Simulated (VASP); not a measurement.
InP:

```xyz
2
Lattice="0.0000 2.9394 2.9394 2.9394 0.0000 2.9394 2.9394 2.9394 0.0000" Properties=species:S:1:pos:R:3 pbc="T T T"
In    0.0000    0.0000    0.0000
P     1.4697    1.4697    1.4697
```

Program: VASP 6.6.1. Alike in all runs: task band structure; potentials or basis VASP PAW PBE potentials, release 64 (In_d, P); no spin polarisation; cell as given; k mesh 6 × 6 × 6; cutoff (eV) 520; smearing gaussian 0.03 eV.

Question: Order these runs on this cell by their band gap on the k mesh, lowest first.
A. level PBE0; exchange at q = 0 truncated
B. level HSE06; screening parameter 0.2 1/A
C. level PBEsol

Answer: C (0.56 eV), B (1.46 eV), A (2.06 eV).

Caveats: spin-orbit coupling is left out, which moves the levels of the heavy elements.
